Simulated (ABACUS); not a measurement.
# SnTe (Fm-3m) in ABACUS: a series of runs

The runs below take SnTe through single point, with HSE-type (share 0.1, screening 0.11/bohr), HSE-type (share 0.25, screening 0.11/bohr), HSE-type (share 0.4, screening 0.11/bohr).

Everything below comes from runs of ABACUS 3.10.1. Logs are shortened: lines on timing, memory, paths and dates and some standing lists are left out, and cuts for length are marked.

## Step 1: Starting point

It takes space group Fm-3m (No. 225, cubic). The conventional cell has a = 6.302 Å, b = 6.302 Å, c = 6.302 Å, α = 90.00°, β = 90.00°, γ = 90.00°. Te (site symmetry m-3m) is surrounded by 6 Sn at 3.15 Å. Around Sn (site symmetry m-3m) lie 6 Te at 3.15 Å.

## Step 2: Single point, HSE-type (share 0.1, screening 0.11/bohr)

The input, INPUT:

```
INPUT_PARAMETERS
suffix              SnTe
calculation         scf
basis_type          lcao
pseudo_dir          ./
orbital_dir         ./
symmetry            1
dft_functional      hse
ecutwfc             100
pseudo_rcut         7
nspin               1
nbands              19
ks_solver           genelpa
smearing_method     fd
smearing_sigma      0.00367493
scf_thr             1e-07
scf_nmax            100
mixing_type         broyden
mixing_beta         0.7
exx_hybrid_alpha    0.1
exx_hse_omega       0.11
exx_separate_loop   1
scf_ene_thr         1e-05
exx_pca_threshold   0.001
out_mul             1
out_chg             1
out_pot             2
out_elf             1
```

The input, STRU:

```
ATOMIC_SPECIES
Te 127.6000 Te_ONCV_PBE-1.2.upf
Sn 118.7100 Sn_ONCV_PBE-1.2.upf

NUMERICAL_ORBITAL
Te_confined-atom_8au_2s2p2d.orb
Sn_confined-atom_8au_2s2p2d.orb

LATTICE_CONSTANT
1.8897261246

LATTICE_VECTORS
0.0000000000 3.1508500000 3.1508500000
3.1508500000 0.0000000000 3.1508500000
3.1508500000 3.1508500000 0.0000000000

ATOMIC_POSITIONS
Direct

Te
0.0
1
0.5000000000 0.5000000000 0.5000000000 1 1 1

Sn
0.0
1
0.0000000000 0.0000000000 0.0000000000 1 1 1
```

The input, KPT:

```
K_POINTS
0
Gamma
3 3 3 0 0 0
```

Potentials or basis: SG15 ONCV 1.2 PBE, DZP LCAO (the cutoffs set its grid).

Run with:

```sh
$ OMP_NUM_THREADS=8 abacus > log
```

running log:

```text
ABACUS v3.10.1

               Atomic-orbital Based Ab-initio Computation at UStc

 ------------------------------------------------------------------------------------

 READING GENERAL INFORMATION
                           global_out_dir = OUT.SnTe/
                           global_in_card = INPUT
                               pseudo_dir = ./
                              orbital_dir = ./
                                    DSIZE = 1
                                    GSIZE = 1

 READING UNITCELL INFORMATION
                                    ntype = 2
                  lattice constant (Bohr) = 1.88973
              lattice constant (Angstrom) = 1

 READING ATOM TYPE 1
                               atom label = Te
                      L=0, number of zeta = 2
                      L=1, number of zeta = 2
                      L=2, number of zeta = 2
             number of atom for this type = 1

 READING ATOM TYPE 2
                               atom label = Sn
                      L=0, number of zeta = 2
                      L=1, number of zeta = 2
                      L=2, number of zeta = 2
             number of atom for this type = 1

                        TOTAL ATOM NUMBER = 2
DIRECT COORDINATES
    atom                   x                   y                   z     mag                  vx                  vy                  vz
taud_Te1            0.5000000000        0.5000000000        0.5000000000  0.0000        0.0000000000        0.0000000000        0.0000000000
taud_Sn1            0.0000000000        0.0000000000        0.0000000000  0.0000        0.0000000000        0.0000000000        0.0000000000

                          Volume (Bohr^3) = 422.192
                             Volume (A^3) = 62.5623

 Lattice vectors: (Cartesian coordinate: in unit of a_0)
                   +0            +3.15085            +3.15085
             +3.15085                  +0            +3.15085
             +3.15085            +3.15085                  +0
 Reciprocal vectors: (Cartesian coordinate: in unit of 2 pi/a_0)
            -0.158687           +0.158687           +0.158687
            +0.158687           -0.158687           +0.158687
            +0.158687           +0.158687           -0.158687
 The esolver type has been set to : ksdft_lcao

                PAO radial cut off (Bohr) = 7

 Read in pseudopotential file is Te_ONCV_PBE-1.2.upf
                     pseudopotential type = NC
          exchange-correlation functional = PBE
                 nonlocal core correction = 0
                        valence electrons = 16
                                     lmax = 2
                           number of zeta = 0
                     number of projectors = 6
                           L of projector = 0
                           L of projector = 0
                           L of projector = 1
                           L of projector = 1
                           L of projector = 2
                           L of projector = 2
 XC functional updated to : hse
          exchange-correlation functional = HSE
                PAO radial cut off (Bohr) = 7

 Read in pseudopotential file is Sn_ONCV_PBE-1.2.upf
                     pseudopotential type = NC
          exchange-correlation functional = PBE
                 nonlocal core correction = 0
                        valence electrons = 14
                                     lmax = 2
                           number of zeta = 0
                     number of projectors = 6
                           L of projector = 0
                           L of projector = 0
                           L of projector = 1
                           L of projector = 1
                           L of projector = 2
                           L of projector = 2
 XC functional updated to : hse
          exchange-correlation functional = HSE
     initial pseudo atomic orbital number = 0

 SETUP THE ELECTRONS NUMBER
            electron number of element Te = 16
      total electron number of element Te = 16
            electron number of element Sn = 14
      total electron number of element Sn = 14
            AUTOSET number of electrons:  = 30
                           occupied bands = 15
                                   NLOCAL = 36
                                   NBANDS = 19
                                   NBANDS = 19
                                   NLOCAL = 36

%%%%%%%%%%%%%%%%%%%%%%%%%%%%%%%%%%%%%%%%%%%%%%%%%%%%%%%%%%%%%%%%%%%%%%%%%%%%%%%%%%%%%%%%%%%%%%%%%%%%%%%%%%
 Warning: the number of valence electrons in pseudopotential > 6 for Te: [Kr] 4d10 5s2 5p4
 Warning: the number of valence electrons in pseudopotential > 4 for Sn: [Kr] 4d10 5s2 5p2
 Pseudopotentials with additional electrons can yield (more) accurate outcomes, but may be less efficient.
 If you're confident that your chosen pseudopotential is appropriate, you can safely ignore this warning.
%%%%%%%%%%%%%%%%%%%%%%%%%%%%%%%%%%%%%%%%%%%%%%%%%%%%%%%%%%%%%%%%%%%%%%%%%%%%%%%%%%%%%%%%%%%%%%%%%%%%%%%%%%

 SETUP THE PLANE WAVE BASIS
 energy cutoff for charge/potential (unit:Ry) = 400
            fft grid for charge/potential = [ 54, 54, 54 ]
                        fft grid division = [ 3, 3, 3 ]
        big fft grid for charge/potential = [ 18, 18, 18 ]
                                     nbxx = 5832
                                     nrxx = 157464

 SETUP PLANE WAVES FOR CHARGE/POTENTIAL
                    number of plane waves = 57001
                         number of sticks = 1945

 PARALLEL PW FOR CHARGE/POTENTIAL
     PROC   COLUMNS(POT)             PW
        1           1945          57001
 --------------- sum -------------------
        1           1945          57001
                            number of |g| = 482
                                  max |g| = 36.1357
                                  min |g| = 0

----------- Double Check Mixing Parameters Begin ------------
mixing_type: broyden
mixing_beta: 0.7
mixing_gg0: 1
mixing_gg0_min: 0.1
mixing_ndim: 8
----------- Double Check Mixing Parameters End ------------

 LATTICE VECTORS: (CARTESIAN COORDINATE: IN UNIT OF A0)
                   +0            +3.15085            +3.15085
             +3.15085                  +0            +3.15085
             +3.15085            +3.15085                  +0
                       right hand lattice = 1
                                   NORM_A = 4.45597
                                   NORM_B = 4.45597
                                   NORM_C = 4.45597
                           ALPHA (DEGREE) = 60
                           BETA  (DEGREE) = 60
                           GAMMA (DEGREE) = 60

 The lattice vectors have been changed (STRU_SIMPLE.cif)

(for optimal symmetric configuration:)
                             BRAVAIS TYPE = 3
                     BRAVAIS LATTICE NAME = 03. Cubic F (face-centered)
                                    ibrav = 3
                                    IBRAV = 3
                                  BRAVAIS = FACE CENTERED CUBIC
                       LATTICE CONSTANT A = 6.3017
Original cell was already a primitive cell.
                        ROTATION MATRICES = 48
              PURE POINT GROUP OPERATIONS = 48
                   SPACE GROUP OPERATIONS = 48
                              POINT GROUP = O_h
               POINT GROUP IN SPACE GROUP = O_h

 SETUP K-POINTS
                                    nspin = 1
                   Input type of k points = Monkhorst-Pack(Gamma)
                                   nkstot = 27
                       right hand lattice = 1
(for reciprocal lattice: )
                             BRAVAIS TYPE = 2
                     BRAVAIS LATTICE NAME = 02. Cubic I (body-centered)
                                    ibrav = 2
                       right hand lattice = 1
(for k-lattice: )
                             BRAVAIS TYPE = 2
                     BRAVAIS LATTICE NAME = 02. Cubic I (body-centered)
                                    ibrav = 2
                       right hand lattice = 1
                        ROTATION MATRICES = 48
                               nkstot_ibz = 4
K-POINTS REDUCTION ACCORDING TO SYMMETRY
     IBZ    DIRECT_X    DIRECT_Y    DIRECT_Z  WEIGHT  ibz2bz
       1  0.00000000  0.00000000  0.00000000  0.0370       0
       2  0.33333333  0.33333333  0.33333333  0.2963       1
       3  0.33333333  0.33333333  0.00000000  0.2222       4
       4 -0.33333333  0.33333333  0.33333333  0.4444       5

                               nkstot now = 4
[... K-POINTS DIRECT COORDINATES: 4 rows ...]

           k-point number in this process = 4
       minimum distributed K point number = 4
[... stars of the k points ...]

[... K-POINTS CARTESIAN COORDINATES: 4 rows ...]

[... K-POINTS DIRECT COORDINATES: 4 rows ...]

 SETUP PLANE WAVES FOR WAVE FUNCTIONS
     energy cutoff for wavefunc (unit:Ry) = 100
              fft grid for wave functions = [ 54, 54, 54 ]
                    number of plane waves = 8393
                         number of sticks = 547

 PARALLEL PW FOR WAVE FUNCTIONS
     PROC   COLUMNS(POT)             PW
        1            547           8393
 --------------- sum -------------------
        1            547           8393

 SET NONLOCAL PSEUDOPOTENTIAL PROJECTORS
 SET NONLOCAL PSEUDOPOTENTIAL PROJECTORS
 max number of nonlocal projetors among all species is 6

 Auxiliary basis functions
		Te		5 s		4 p		5 d		3 f		3 g
		Sn		5 s		4 p		5 d		3 f		3 g

 -------------------------------------------
 SELF-CONSISTENT
 -------------------------------------------

 SETUP SEARCHING RADIUS FOR PROGRAM TO SEARCH ADJACENT ATOMS
                  longest orb rcut (Bohr) = 8
   longest nonlocal projector rcut (Bohr) = 3.44
                     search radius (Bohr) = 22.9
              searching radius is (Bohr)) = 22.9
         searching radius unit is (Bohr)) = 1.89
                         PeriodicBoundary = 1
                        Radius(unit:lat0) = 12.1
                                   glayer = [ 5, 5, 5 ]
                             glayer_minus = [ 4, 4, 4 ]

Find the coordinate range of the input atom(unit:lat0).
                                  min_tau = [ -25.2, -25.2, -25.2 ]
                                  max_tau = [ 28.4, 28.4, 28.4 ]
                                BoxNumber = [ 9, 9, 9 ]

 SETUP EXTENDED REAL SPACE GRID FOR GRID INTEGRATION
                          real space grid = [ 54, 54, 54 ]
                 big cell numbers in grid = [ 18, 18, 18 ]
             meshcell numbers in big cell = [ 3, 3, 3 ]
                        extended fft grid = [ 21, 21, 21 ]
                dimension of extened grid = [ 61, 61, 61 ]
                            UnitCellTotal = 125
              Atom number in sub-FFT-grid = 2
    Local orbitals number in sub-FFT-grid = 36
                                ParaV.nnr = 81000
                                 init_chg = atomic

 LCAO ALGORITHM --------------- ION=   1  ELEC=   1--------------------------------
 DeltaE_womix = -4016.97 eV

 Density error is 0.0248166540188
----------------------------------------------------------
     Energy           Rydberg                 eV
----------------------------------------------------------
 E_KohnSham     -295.4557172059      -4019.8812606765
 E_Harris       -295.7048878455      -4023.2714011492
 E_Fermi        0.8344375637         11.3531054920
----------------------------------------------------------
[... 382 lines left out ...]
----------------------------------------------------------
 E_KohnSham     -294.9680690704      -4013.2464674144
 E_KS(sigma->0) -294.9680690675      -4013.2464673754
 E_Harris       -294.9680651215      -4013.2464136881
 E_band         -23.6864175328       -322.2702436532
 E_one_elec     -114.6903562967      -1560.4423512855
 E_Hartree      67.4843309622        918.1714268041
 E_xc           -30.5356614179       -415.4589874822
 E_Ewald        -215.0195876470      -2925.4915736096
 E_entropy(-TS) -0.0000000057        -0.0000000781
 E_descf        0.0000000000         0.0000000000
 E_exx          -2.2067946652        -30.0249817630
 E_Fermi        0.8214813970         11.1768278000
----------------------------------------------------------

 charge density convergence is achieved
 final etot is -4013.2464674 eV
 EFERMI = 11.1768278 eV
The vacuum level is 8.7639250483 eV

 STATE ENERGY(eV) AND OCCUPATIONS    NSPIN == 1
 1/4 kpoint (Cartesian) = 0.0000 0.0000 0.0000 (7119 pws)
       1       -26.3063      0.0740741
       2       -26.3063      0.0740741
       3       -26.2955      0.0740741
       4       -26.2955      0.0740741
       5       -26.2955      0.0740741
       6       -11.2021      0.0740741
[... 62 lines left out ...]
       6       -11.2163       0.888889
[... 11 lines left out ...]
      18        16.3934    4.34994e-46
      19        17.0184    1.61966e-51

 --------------------------------------------
 !FINAL_ETOT_IS -4013.246467414419 eV
 --------------------------------------------
```

Run time: 82 s. Hardware: 8 threads of AMD EPYC 9R45 (Zen 5), shared host; peak memory 3.7 GiB.

What came out:

```yaml
Free_energy: -4013.2465 eV
Mulliken_charges: Te -0.08; Sn +0.08 e
```

Levels at points of the mesh, in eV from the Fermi level:
| k point | band 12 | band 13 | band 14 | band 15 | band 16 | band 17 | band 18 | band 19 |
| --- | --- | --- | --- | --- | --- | --- | --- | --- |
| (0.00, 0.00, 0.00) | -5.16 | -2.47 | -2.47 | -2.47 | 3.50 | 3.50 | 3.50 | 4.97 |

Caveat: the k mesh is coarse (spacing up to 0.58 Å⁻¹), so the values aren't converged, least of all with exact exchange; the atomic orbitals were generated for these runs and aren't a published set; gaps of hybrids in this basis differ from plane-wave ones by up to 0.1 eV; Mulliken charges move with the basis; this odd mesh misses L, where the gap lies, so gap, dielectric constants and Born charges aren't listed; the basis of atomic orbitals isn't converged, which shifts pressures, moduli and gaps. The run has no spin-orbit coupling, so splittings on Te are missing.

(Part 1 of 2 ends here.)
